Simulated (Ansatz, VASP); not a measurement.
**One calculation of Pb, two programs**

```
CELL_PARAMETERS angstrom
0.00000 2.47502 2.47502
2.47502 0.00000 2.47502
2.47502 2.47502 0.00000
ATOMIC_POSITIONS crystal
Pb 0.00000 0.00000 0.00000
```

Alike in both runs: task relaxation of cell and atoms; functional RPBE; k mesh 9 × 9 × 9; occupations fermi-dirac, width 0.05 eV; no spin polarisation.

|  | VASP | Ansatz |
| --- | --- | --- |
| version | VASP 6.6.1 | Ansatz 0.2.0 |
| potentials or method | VASP PAW PBE potentials, release 64 (Pb_d), cutoff 600 eV | all-electron LAPW, scalar-relativistic |

|  | VASP | Ansatz | Ansatz less VASP |
| --- | --- | --- | --- |
| relaxed volume (Å³/atom) | 33.11 | 33.13 | +0.019 |
| relaxed cell length with the largest relative difference (Å) | 3.604 | 3.605 | +0.0007 |
| energy change over the relaxation (meV/atom) | -31 | -31 | -0.4 |

Ansatz ran all-electron here, so the differences hold the error of VASP's frozen core and of both bases.

Caveats: the PAW data sets were made with another functional, which shifts forces and pressure a little (VASP). Spin-orbit coupling is left out, which matters for the levels of Pb. Zero-point motion and thermal expansion aren't in these numbers.
